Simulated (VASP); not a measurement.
# CaO (Lime) (Fm-3m) in VASP: a series of runs

One crystal, CaO (Lime), is run at these levels: PBE; tasks: relaxation of the atoms.

Everything below comes from runs of VASP 6.6.1. Logs are shortened: lines on timing, memory, paths and dates and some standing lists are left out, and cuts for length are marked.

### 1 The undisturbed crystal

It takes space group Fm-3m (No. 225, cubic). Conventional cell: a = 4.813 Å, b = 4.813 Å, c = 4.813 Å, α = 90.00°, β = 90.00°, γ = 90.00°. Around Ca (site symmetry m-3m) lie 6 O at 2.41 Å. Around O (site symmetry m-3m) lie 6 Ca at 2.41 Å.

### 2 Relaxation of the atoms, PBE (a relaxed cell with its volume scaled by 0.96)

INCAR reads:

```
SYSTEM = CaO
PREC = Accurate
ENCUT = 600
EDIFF = 1E-7
ISMEAR = 0
SIGMA = 0.03
LREAL = .False.
LASPH = .True.
NELM = 80
ALGO = Fast
ISIF = 2
LWAVE = .False.
LCHARG = .False.
GGA = PE
IBRION = 2
NSW = 40
EDIFFG = -0.01
```

KPOINTS reads:

```
Automatic mesh
0
Gamma
  10 10 10
  0 0 0
```

POSCAR reads:

```
CaO                                     
1.0
    0.0000000000      2.3862374260      2.3862374260
    2.3862374260      0.0000000000      2.3862374260
    2.3862374260      2.3862374260      0.0000000000
  Ca              O             
     1     1
Direct
     0.0000000000000000    0.0000000000000000    0.0000000000000000
     0.5000000000000000    0.5000000000000000    0.5000000000000000
```

Potentials or basis: VASP PAW PBE potentials, release 64 (Ca_sv, O).

Run with:

```
$ cat potpaw_PBE.64/Ca_sv/POTCAR potpaw_PBE.64/O/POTCAR > POTCAR
$ mpirun -np 1 vasp_std > vasp.out
```

OUTCAR:

```text
SYSTEM = CaO
   PREC = Accurate
   ENCUT = 600
   EDIFF = 1E-7
   ISMEAR = 0
   LREAL = .False.
   LASPH = .True.
   NELM = 80
   ISIF = 2
   GGA = PE
   IBRION = 2
   NSW = 40
   EDIFFG = -0.01

 ion  position               nearest neighbor table
   1  0.000  0.000  0.000-   2 2.39   2 2.39   2 2.39   2 2.39   2 2.39   2 2.39
   2  0.500  0.500  0.500-   1 2.39   1 2.39   1 2.39   1 2.39   1 2.39   1 2.39

  LATTYP: Found a face centered cubic cell.
 ALAT       =     4.7724748520

  Lattice vectors:

 A1 = (   0.0000000000,   2.3862374260,   2.3862374260)
 A2 = (   2.3862374260,   0.0000000000,   2.3862374260)
 A3 = (   2.3862374260,   2.3862374260,   0.0000000000)

Analysis of symmetry for initial positions (statically):
=====================================================================
 Subroutine PRICEL returns:
 Original cell was already a primitive cell.

 Routine SETGRP: Setting up the symmetry group for a
 face centered cubic supercell.

 Subroutine GETGRP returns: Found 48 space group operations
 (whereof 48 operations were pure point group operations)
 out of a pool of 48 trial point group operations.

The static configuration has the point symmetry O_h .

Analysis of symmetry for dynamics (positions and initial velocities):
=====================================================================
 Subroutine PRICEL returns:
 Original cell was already a primitive cell.

 Routine SETGRP: Setting up the symmetry group for a
 face centered cubic supercell.

 Subroutine GETGRP returns: Found 48 space group operations
 (whereof 48 operations were pure point group operations)
 out of a pool of 48 trial point group operations.

The dynamic configuration has the point symmetry O_h .

 Subroutine INISYM returns: Found 48 space group operations
 (whereof 48 operations are pure point group operations),
 and found     1 'primitive' translations

----------------------------------------------------------------------------------------

                                     Primitive cell

  volume of cell :      27.1751

  direct lattice vectors                    reciprocal lattice vectors
     0.000000000  2.386237426  2.386237426    -0.209534891  0.209534891  0.209534891
     2.386237426  0.000000000  2.386237426     0.209534891 -0.209534891  0.209534891
     2.386237426  2.386237426  0.000000000     0.209534891  0.209534891 -0.209534891
[... 94 lines left out ...]
   PSTRESS=    0.0 pullay stress
   NELECT =      16.0000    total number of electrons
   NUPDOWN=      -1.0000    fix difference up-down
   EMIN   =  10.00;   EMAX   =-10.00  energy-range for DOS
   EFERMI =   0.00;   METHOD = LEGACY
   ISMEAR =     0;   SIGMA  =   0.03  broadening in eV -4-tet -1-fermi 0-gaus
   EFERMI_NEDOS =   21; number of points for ismear=-14 and -15
   IALGO  =     68    algorithm
   IMIX   =      4    mixing-type and parameters
     AMIX     =   0.40;   BMIX     =  1.00
     AMIX_MAG =   1.60;   BMIX_MAG =  1.00
  volume/ion in A,a.u.               =      13.59        91.69
  Fermi-wavevector in a.u.,A,eV,Ry     =   1.372117  2.592925 25.615761  1.882705
  Thomas-Fermi vector in A             =   2.497753
   LORBIT       =      0    0 simple, 1 ext, 2 COOP (PROOUT), +10 PAW based schemes
   GGA     = PE    functional components
   LHFCALC =     F    Hartree Fock is set to
   AEXX    =    0.0000 exact exchange contribution
   IVDW    =     0    specifies the selected vdW correction
   LEPSILON=     F    determine dielectric tensor
   LRPA    =     F    only Hartree local field effects (RPA)
 conjugate gradient relaxation of ions
 non-spin polarized calculation
 RMM-DIIS sequential band-by-band and
 Gauss-broadening in eV      SIGMA  =   0.03
  energy-cutoff  :      600.00
  volume of cell :       27.18
 maximum number of plane-waves:       934
   NGX = 13   NGY = 13   NGZ = 13

 number of electron      15.9999997 magnetization

 Free energy of the ion-electron system (eV)
  ---------------------------------------------------
  ext. energy  EPLUGINS =         0.00000000
  ---------------------------------------------------
  free energy    TOTEN  =       -12.79023149 eV

  energy without entropy =      -12.79023149  energy(sigma->0) =      -12.79023149

 E-fermi :   2.6602     XC(G=0): -10.5795

 val. band max:        2.4703356605   @ k =   0.0000   0.0000   0.0000
 cond. band min:       6.0998603766   @ k =   0.5000   0.5000   0.0000
 fundamental gap:      3.6295247161
 Fermi energy:         2.6601712324

 k-point     1 :       0.0000    0.0000    0.0000
  band No.  band energies     occupation
      1     -35.0792      2.00000
      2     -15.8273      2.00000
      3     -15.8273      2.00000
      4     -15.8273      2.00000
      5     -13.1037      2.00000
      6       2.4703      2.00000
      7       2.4703      2.00000
      8       2.4703      2.00000
      9       7.3659      0.00000
     10       8.7486      0.00000
     11       8.7486      0.00000
     12       8.7486      0.00000
[... 331 lines left out ...]
 k-point    24 :       0.4000    0.3000    0.0000
  band No.  band energies     occupation
      1     -34.9606      2.00000
      2     -16.5286      2.00000
      3     -16.0415      2.00000
      4     -16.0120      2.00000
      5     -12.5514      2.00000
      6       0.7769      2.00000
      7       1.9117      2.00000
      8       2.0133      2.00000
      9       6.7854      0.00000
     10      10.2841      0.00000
     11      11.3717      0.00000
     12      11.5042      0.00000

 [... further k-points ...]

------------------------ aborting loop because EDIFF is reached ----------------------------------------

  FORCE on cell =-STRESS in cart. coord.  units (eV):
  Direction    XX          YY          ZZ          XY          YZ          ZX
  --------------------------------------------------------------------------------------
  -------------------------------------------------------------------------------------
  Total        0.7977827      0.7977827      0.7977827      0.0000000     -0.0000000      0.0000000
  in kB       47.0353345     47.0353345     47.0353345      0.0000000     -0.0000000      0.0000000
  external PRESSURE =      47.0353345 kB  Pullay stress =       0.0000000 kB

 VOLUME and BASIS-vectors are now :
 -----------------------------------------------------------------------------
  energy-cutoff  :      600.00
  volume of cell :       27.18
      direct lattice vectors                 reciprocal lattice vectors
     0.000000000  2.386237426  2.386237426    -0.209534891  0.209534891  0.209534891
     2.386237426  0.000000000  2.386237426     0.209534891 -0.209534891  0.209534891
     2.386237426  2.386237426  0.000000000     0.209534891  0.209534891 -0.209534891

 POSITION                                       TOTAL-FORCE (eV/Angst)
 -----------------------------------------------------------------------------------
      0.00000      0.00000      0.00000         0.000000      0.000000      0.000000
      2.38624      2.38624      2.38624        -0.000000     -0.000000     -0.000000
 -----------------------------------------------------------------------------------
    total drift:                                0.000000      0.000000      0.000000

  FREE ENERGIE OF THE ION-ELECTRON SYSTEM (eV)
  ---------------------------------------------------
  free  energy   TOTEN  =       -12.7902314883 eV

  energy  without entropy=      -12.7902314883  energy(sigma->0) =      -12.79023149

 reached required accuracy - stopping structural energy minimisation
```

OSZICAR:

```text
N       E                     dE             d eps       ncg     rms          rms(c)
DAV:   1     0.140284573822E+03    0.14028E+03   -0.96411E+03  1136   0.153E+03
DAV:   2    -0.677060063113E+01   -0.14706E+03   -0.13954E+03  1264   0.358E+02
DAV:   3    -0.142455462658E+02   -0.74749E+01   -0.74155E+01  1444   0.813E+01
[... 14 lines left out ...]
RMM:  18    -0.127902407275E+02    0.39245E-04   -0.57659E-05  1326   0.705E-02    0.512E-02
RMM:  19    -0.127902297696E+02    0.10958E-04   -0.43460E-05  1308   0.619E-02    0.136E-02
RMM:  20    -0.127902310300E+02   -0.12604E-05   -0.14647E-05  1429   0.347E-02    0.921E-04
RMM:  21    -0.127902315580E+02   -0.52798E-06   -0.32586E-06  1460   0.128E-02    0.156E-03
RMM:  22    -0.127902314883E+02    0.69711E-07   -0.79688E-07  1136   0.619E-03
   1 F= -.12790231E+02 E0= -.12790231E+02  d E =-.127902E+02
```

CONTCAR:

```text
CaO
   1.00000000000000
     0.0000000000000000    2.3862374260000001    2.3862374260000001
     2.3862374260000001    0.0000000000000000    2.3862374260000001
     2.3862374260000001    2.3862374260000001    0.0000000000000000
  Ca              O
     1     1
Direct
     0.0000000000000000    0.0000000000000000    0.0000000000000000
     0.5000000000000000    0.5000000000000000    0.5000000000000000

  0.00000000E+00  0.00000000E+00  0.00000000E+00
  0.00000000E+00  0.00000000E+00  0.00000000E+00
```

Wall time 16 s (1 thread of Intel Xeon 6975P-C (Granite Rapids), shared host); peak memory 0.17 GiB.

Results:

| Item | Value |
| --- | --- |
| Free energy | -12.7902 eV |
| Pressure after relaxing | 4.7 GPa |
| Band gap on the k mesh | 3.63 eV, indirect (least direct gap 4.00 eV) |

Final structure:
```
Ca O
1.0
     0.00000    2.38624    2.38624
     2.38624    0.00000    2.38624
     2.38624    2.38624    0.00000
Ca O
1 1
Direct
  0.00000 0.00000 0.00000
  0.50000 0.50000 0.50000
```

Levels at points of the mesh, in eV from the valence-band top:
| k point | band 5 | band 6 | band 7 | band 8 | band 9 | band 10 | band 11 | band 12 |
| --- | --- | --- | --- | --- | --- | --- | --- | --- |
| (0.00, 0.00, 0.00) | -15.57 | 0.00 | 0.00 | 0.00 | 4.90 | 6.28 | 6.28 | 6.28 |
| (0.50, 0.00, 0.00) | -14.29 | -2.69 | -1.25 | -1.25 | 7.17 | 8.47 | 8.47 | 8.67 |
| (0.50, 0.50, 0.00) | -15.34 | -1.29 | -0.37 | -0.37 | 3.63 | 8.20 | 9.02 | 9.68 |

Caveat: the relaxation stopped at its first step, so nothing moved.

### 3 Relaxation of the atoms, PBE (a relaxed cell with its volume scaled by 0.98)

INCAR is that of step 2.

KPOINTS is that of step 2.

POSCAR reads:

```
CaO                                     
1.0
    0.0000000000      2.4026947559      2.4026947559
    2.4026947559      0.0000000000      2.4026947559
    2.4026947559      2.4026947559      0.0000000000
  Ca              O             
     1     1
Direct
     0.0000000000000000    0.0000000000000000    0.0000000000000000
     0.5000000000000000    0.5000000000000000    0.5000000000000000
```

Potentials or basis: VASP PAW PBE potentials, release 64 (Ca_sv, O).

Run with:

```
$ cat potpaw_PBE.64/Ca_sv/POTCAR potpaw_PBE.64/O/POTCAR > POTCAR
$ mpirun -np 1 vasp_std > vasp.out
```

It took 17 s on 1 thread of Intel Xeon 6975P-C (Granite Rapids), shared host; peak memory 0.16 GiB.

The run converged. Its results:

```yaml
Free_energy: -12.8033 eV
Pressure_after_relaxing: 2.2 GPa
Band_gap_on_the_k_mesh: 3.64 eV, indirect (least direct gap 4.01 eV)
```

Final structure:
```
Ca O
1.0
     0.00000    2.40269    2.40269
     2.40269    0.00000    2.40269
     2.40269    2.40269    0.00000
Ca O
1 1
Direct
  0.00000 0.00000 0.00000
  0.50000 0.50000 0.50000
```

Levels at points of the mesh, in eV from the valence-band top:
```csv
k point,band 5,band 6,band 7,band 8,band 9,band 10,band 11,band 12
"(0.00, 0.00, 0.00)",-15.53,0.00,0.00,0.00,4.73,6.23,6.23,6.23
"(0.50, 0.00, 0.00)",-14.33,-2.64,-1.20,-1.20,7.08,8.36,8.36,8.51
"(0.50, 0.50, 0.00)",-15.29,-1.30,-0.37,-0.37,3.64,8.05,8.90,9.56
```

Caveat: the relaxation stopped at its first step, so nothing moved. A k mesh can miss the band edges.
